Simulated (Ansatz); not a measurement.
# TiO2: a line through a two-coordinate scan, part 2 of 2

One line of a two-coordinate grid on TiO2 (P4_2/mnm, No. 136; 6 atoms in the cell): amplitude of mode 1 (106i cm⁻¹) is varied, at equal normal strain along x, y and z = −2.50 %.

Ansatz 0.2.0; DFT PBE, scalar-relativistic, plane waves, PAW. Earlier steps stand in the parts before.

### Step 7. Point (−0.017 Å, −2.50 %)

Contents of input.yaml:

```yaml
crystal:
  lattice:
    - [4.527314821, 0.0, 0.0]
    - [0.0, 4.527314821, 0.0]
    - [0.0, 0.0, 2.8897670966]
  atoms:
    - { symbol: Ti, position: [0.0, 0.0, 0.0039244396] }
    - { symbol: Ti, position: [0.5, 0.5, 0.5039244396] }
    - { symbol: O, position: [0.3050970583, 0.3050970583, -0.0058707153] }
    - { symbol: O, position: [0.1949029417, 0.8050970583, 0.4941292847] }
    - { symbol: O, position: [0.6949029417, 0.6949029417, -0.0058707153] }
    - { symbol: O, position: [0.8050970583, 0.1949029417, 0.4941292847] }
basis:
  ecutwfc: 520.0
kpoints:
  mp_grid: { grid: [6, 6, 10] }
hamiltonian:
  xc: pbe
  pseudopotentials: { kind: paw, azcp: { folder: soft_1 } }
scf:
  occupations: { method: gaussian, width: 0.05 }
output:
  forces: true
  stress: true
  eigenvalues: true
```

The run is started by

```
ansatz run input.yaml --threads 4 --pin off --max-ram 8192MiB --backend cpu --events-out ev --progress --plain --runs-dir out
```

The log of the run (excerpt; [...] marks lines left out):

```text
Warning: RAYON_NUM_THREADS=4 ignored (pool sized by the plan → 4); use --threads N
[...]
Pseudopotentials: kind: paw
Pseudopotential: Ti, paw, valence charge 12, recommended cutoff 420 eV (normal), <dir>
Pseudopotential: O, paw, valence charge 6, recommended cutoff 420 eV (normal), <dir>
Functional definition: PBE
[...]
Crystal: 6 atoms, lattice volume = 59.230 Å³
Basis set: ecut = 520 eV, 1591 PW (Γ), exchange–correlation on 72×72×48 points (8 copies of the dense FFT grid, shifted against one another)
Bands: 30, of which v1, the nominal top of the filled ones, is band 24 counted from 1 (23 counted from 0)
Symmetry: 8 space group operations
Space group: P42nm (ITA 102), of the structure as read, at distance tolerance 3.9e-5 Å
k-points: 60 of 360 (time reversal used)
[...]
SCF iter   1: F=—  HF=-7277.461604 eV  |F-HF|=—  |Δ(HF+E_count)|=         —  Δρ=7.36e-2  dr2=3.04e0  ethr=3.10e-3  ⟨swp⟩=5.5  Hψ=6209  notcnv=0
[...]
SCF iter   8: F=-7277.054950 eV  HF=-7277.054950 eV  |F-HF|=2.83e-9  |Δ(HF+E_count)|=   2.78e-7  Δρ=4.78e-6  dr2=8.40e-9  ethr=2.08e-10  ⟨swp⟩=7.0  Hψ=7162  notcnv=0
[...]
SCF converged after 8 iterations
Free energy (F): -7277.054950 eV
[...]
E sigma→0 (E₀):  -7277.054950 eV
Fermi energy:    10.836527 eV
[...]
--- Forces (eV/Å), atoms counted from 1 ---
  atom   1  Ti    -0.00000000     0.00000000    -0.10839595
  atom   2  Ti    -0.00000000    -0.00000000    -0.10839595
  atom   3  O     -0.31342333    -0.31342333     0.05419963
  atom   4  O      0.31342333    -0.31342333     0.05419963
  atom   5  O      0.31342333     0.31342333     0.05419963
  atom   6  O     -0.31342333     0.31342333     0.05419963
[...]
--- Stress (GPa, compression-positive) ---
       18.571686       0.000000      -0.000000
        0.000000      18.571686       0.000000
       -0.000000       0.000000      24.321695
  P = ⅓ Tr σ = 20.4884 GPa (204.884 kbar)
--- Band table (eV; the first three rows and the last of 60) ---
[...]
```

It took 3.3 s on 4 threads of Arm Neoverse V2, shared host; peak memory 0.4 GiB.

Energy on the map's scale: 281 meV.

### Step 8. The run at (0.000 Å, −2.50 %)

Contents of input.yaml:

```yaml
crystal:
  lattice:
    - [4.527314821, 0.0, 0.0]
    - [0.0, 4.527314821, 0.0]
    - [0.0, 0.0, 2.8897670966]
  atoms:
    - { symbol: Ti, position: [0.0, 0.0, 0.0] }
    - { symbol: Ti, position: [0.5, 0.5, 0.5] }
    - { symbol: O, position: [0.3050970583, 0.3050970583, 0.0] }
    - { symbol: O, position: [0.1949029417, 0.8050970583, 0.5] }
    - { symbol: O, position: [0.6949029417, 0.6949029417, 0.0] }
    - { symbol: O, position: [0.8050970583, 0.1949029417, 0.5] }
basis:
  ecutwfc: 520.0
kpoints:
  mp_grid: { grid: [6, 6, 10] }
hamiltonian:
  xc: pbe
  pseudopotentials: { kind: paw, azcp: { folder: soft_1 } }
scf:
  occupations: { method: gaussian, width: 0.05 }
output:
  forces: true
  stress: true
  eigenvalues: true
```

The run is started by

```
ansatz run input.yaml --threads 4 --pin off --max-ram 8192MiB --backend cpu --events-out ev --progress --plain --runs-dir out
```

The log of the run (excerpt; [...] marks lines left out):

```text
Warning: RAYON_NUM_THREADS=4 ignored (pool sized by the plan → 4); use --threads N
[...]
[... 4 set-up lines as earlier in the session ...]
[...]
Crystal: 6 atoms, lattice volume = 59.230 Å³
Basis set: ecut = 520 eV, 1591 PW (Γ), exchange–correlation on 72×72×48 points (8 copies of the dense FFT grid, shifted against one another)
Bands: 30, of which v1, the nominal top of the filled ones, is band 24 counted from 1 (23 counted from 0)
Symmetry: 16 space group operations
Space group: P42/mnm (ITA 136), of the structure as read, at distance tolerance 3.9e-5 Å
k-points: 60 of 360
[...]
SCF iter   1: F=—  HF=-7277.462194 eV  |F-HF|=—  |Δ(HF+E_count)|=         —  Δρ=7.36e-2  dr2=3.05e0  ethr=3.10e-3  ⟨swp⟩=5.5  Hψ=6218  notcnv=0
[...]
SCF iter   8: F=-7277.057979 eV  HF=-7277.057979 eV  |F-HF|=3.66e-9  |Δ(HF+E_count)|=   2.99e-7  Δρ=4.85e-6  dr2=8.66e-9  ethr=2.08e-10  ⟨swp⟩=8.5  Hψ=7545  notcnv=0
[...]
SCF converged after 8 iterations
Free energy (F): -7277.057979 eV
[...]
E sigma→0 (E₀):  -7277.057979 eV
Fermi energy:    10.826951 eV
[...]
--- Forces (eV/Å), atoms counted from 1 ---
  atom   1  Ti     0.00000000    -0.00000000     0.00000000
  atom   2  Ti     0.00000000     0.00000000     0.00000000
  atom   3  O     -0.30479679    -0.30479679     0.00000000
  atom   4  O      0.30479679    -0.30479679     0.00000000
  atom   5  O      0.30479679     0.30479679     0.00000000
  atom   6  O     -0.30479679     0.30479679     0.00000000
[...]
--- Stress (GPa, compression-positive) ---
       18.450716       0.000000       0.000000
        0.000000      18.450716       0.000000
        0.000000       0.000000      24.143971
  P = ⅓ Tr σ = 20.3485 GPa (203.485 kbar)
--- Band table (eV; the first three rows and the last of 60) ---
[...]
```

Wall time 2.1 s (4 threads of Arm Neoverse V2, shared host); peak memory 0.43 GiB.

That is 278 meV from the zero.

### Step 9. What came out

This closing draws on all 2 parts.

| amplitude of mode 1 (106i cm⁻¹), largest displacement in the unstrained cell (Å) | step | energy (meV) | slope (meV per Å) | pressure (GPa) | band gap on the k-mesh (eV) | largest force on an atom (eV/Å) |
| --- | --- | --- | --- | --- | --- | --- |
| −0.087 | 3 | 376 | −2801 | 23.86 | 2.34 | 0.87 |
| −0.070 | – | 335 | −1939 | 22.59 | 2.27 | 0.70 |
| −0.052 | 4 | 308 | −1273 | 21.61 | 2.19 | 0.58 |
| −0.035 | 5 | 290 | −760 | 20.91 | 2.13 | 0.49 |
| −0.017 | 7 | 281 | −353 | 20.49 | 2.08 | 0.45 |
| 0.000 | 8 | 278 | 0 | 20.35 | 2.06 | 0.43 |
| 0.017 | – | 281 | 353 | 20.49 | 2.08 | 0.45 |
| 0.035 | – | 290 | 760 | 20.91 | 2.13 | 0.49 |
| 0.052 | – | 308 | 1273 | 21.61 | 2.19 | 0.58 |
| 0.070 | – | 335 | 1939 | 22.59 | 2.27 | 0.70 |
| 0.087 | – | 376 | 2801 | 23.86 | 2.34 | 0.87 |

Energies count from the relaxed high-symmetry cell. Rows without a step come from runs not printed here or follow by symmetry. Slopes come from the forces (and the stress, where the cell changes), not from differences of energies.

| run | outcome |
| --- | --- |
| step 6, run with xc_grid 2, occupations.method tetrahedron_uncorrected, width left out (against step 5) | 0.0 meV/atom |

What this shows: The lowest point of the line is at 0.000 Å, 278 meV from the zero. A fit to energies and slopes at the lowest point and its two neighbours puts the minimum at 0.0000 Å, with a curvature of about 20000 meV per Å². The highest point computed, at −0.087 Å, lies 99 meV above the lowest. This is one cut through a surface in two coordinates; the map's lowest point lies off it. A rigid map gives upper bounds: relaxing the other coordinates can only lower a point. The reference is no minimum along the unstable mode, and wells on the map were not tested along the other modes.

The gaps are Kohn-Sham values of a semilocal functional, not quasiparticle or optical gaps. Such gaps usually fall short of the measured ones.
